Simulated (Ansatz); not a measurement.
# Calculated quadrupolar parameters for CO2

The cell is a computed structure from the Materials Project (it need not be an observed phase), its atoms then relaxed with r2SCAN in this cell.

```cif
data_CO2
_symmetry_space_group_name_H-M 'Cmce'
_symmetry_Int_Tables_number 64
_cell_length_a 5.2718
_cell_length_b 4.7748
_cell_length_c 6.5872
_cell_angle_alpha 90.000
_cell_angle_beta 90.000
_cell_angle_gamma 90.000
loop_
_atom_site_label
_atom_site_type_symbol
_atom_site_symmetry_multiplicity
_atom_site_Wyckoff_symbol
_atom_site_fract_x
_atom_site_fract_y
_atom_site_fract_z
C C 4 a 0.0000 0.0000 0.0000
O O 8 f 0.5000 0.6929 0.8929
```

One atom of each set is listed; the run and its k-mesh use a cell of 6 atoms with edges of 3.56, 3.56, 6.59 Å.

All values are calculated (Ansatz; DFT, r2SCAN, plane waves and PAW, scalar-relativistic, 500 eV cutoff, Γ-centred 9×9×5 k-points, Fermi–Dirac smearing 0.01 eV), not measured.

Conventions: |V_zz| ≥ |V_yy| ≥ |V_xx|, η = (V_xx − V_yy)/V_zz, C_Q = eQV_zz/h.

17O: I = 5/2, Q = -25.58 mb. Quadrupole moments are those of Pyykkö's year-2017 table.

```csv
site,atoms,first shell,V_zz (10²¹ V/m²),η,C_Q (MHz)
C,2,"2 O at 1.16 Å, angle 180°",-3.58,0.01,–
O,4,1 C at 1.16 Å,7.35,0.03,-4.55
```

At C V_zz points along the line of its two bonds (within 1°). At O V_zz points along its bond to C (within 1°).

C has no stable isotope with a ground-state quadrupole moment in the table, so no C_Q is given.

The relaxation (3 steps) took 71 s of wall time (71 s of CPU time) and 0.64 GiB at its peak, on 1 thread of Arm Neoverse V1 (aarch64; 8 cores open to the job, memory cap 3.0 GiB, no GPU), a shared host with a load of 0.4 a core.
